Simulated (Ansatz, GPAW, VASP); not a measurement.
Ge: programs and potentials compared

```
Ge
1.0
     0.00000    2.82891    2.82891
     2.82891    0.00000    2.82891
     2.82891    2.82891    0.00000
Ge
2
Direct
  0.75000 0.75000 0.75000
  0.50000 0.50000 0.50000
```

Alike in all runs: task band structure; functional BLYP; k mesh 8 × 8 × 8; occupations fermi-dirac, width 0.05 eV; no spin polarisation; no spin-orbit coupling. Pressure is positive in compression and, in plane waves, holds the error of the finite cutoff, which Ansatz's Pulay term estimates and takes out.

| program and potentials | plane-wave cutoff (eV) | notes | pressure (GPa) |
| --- | --- | --- | --- |
| Ansatz, Ansatz PAW | 420 | potentials made for PBE, which Ansatz adapts in part; 14 valence electrons an atom on average; Pulay term of +0.03 GPa included | 7.31 |
| GPAW, PAW data sets generated for this functional | 600 | 4 valence electrons an atom on average | 7.61 |
| Ansatz, all-electron LAPW, scalar-relativistic | - | - | 7.38 |
| VASP, PBE PAW files Ge_d, 520 eV | 520 | potentials made for PBE; 14 valence electrons an atom on average | 7.56 |

The pressure spans 7.31 (Ansatz, Ansatz PAW) to 7.61 GPa (GPAW, PAW data sets generated for this functional), with all-electron results at 7.38. Some sets were made for another functional than the one run, which can shift their rows.

Differences between rows come from potentials, basis sets and numerical settings, since the functional is the same but for its coding. Runs on potential files found faulty are left out.
